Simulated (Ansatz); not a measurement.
SiC in the zincblende structure, relaxed with r2SCAN: the symmetry is F-43m (No. 216, cubic); conventional cell a = 4.356 Å, 10.33 Å³ an atom. Si is surrounded by 4 C at 1.89 Å; C is surrounded by 4 Si at 1.89 Å. One-shot G0W0@PBE in Ansatz 0.2.0 on a 6×6×6 mesh (contour deformation, no spin-orbit coupling), from a PBE gap of 1.352 eV over the mesh points (the G0W0 gap is indirect on the mesh); the number N of bands summed and the screening cutoff rise together. (Simulation; spin polarisation is off.)

```tsv
N	cutoff (eV)	1000/N	G0W0 gap (eV)
37	80	27.027	1.951
81	140	12.346	2.154
```

Q: Lay a straight line in 1000/N through these rows.

A: The slope is -0.0138 eV per unit of 1000/N and the intercept 2.325 eV.

Q: Predict the gap at N = 146 (210 eV).

A: 2.325 + (-0.0138) × 6.849 = 2.230 eV; the run gives 2.253 eV, +0.023 eV from the line.

Q: With that run's result added, what limit do the last two rows suggest?

A: Their slope is (2.253 − 2.154)/(6.849 − 12.346) = -0.0180, which meets 1/N = 0 at 2.38 eV, against 2.325 eV from the first line. The slope steepens, so 1/N isn't yet asymptotic and the true limit probably lies higher still; the k mesh isn't extrapolated.
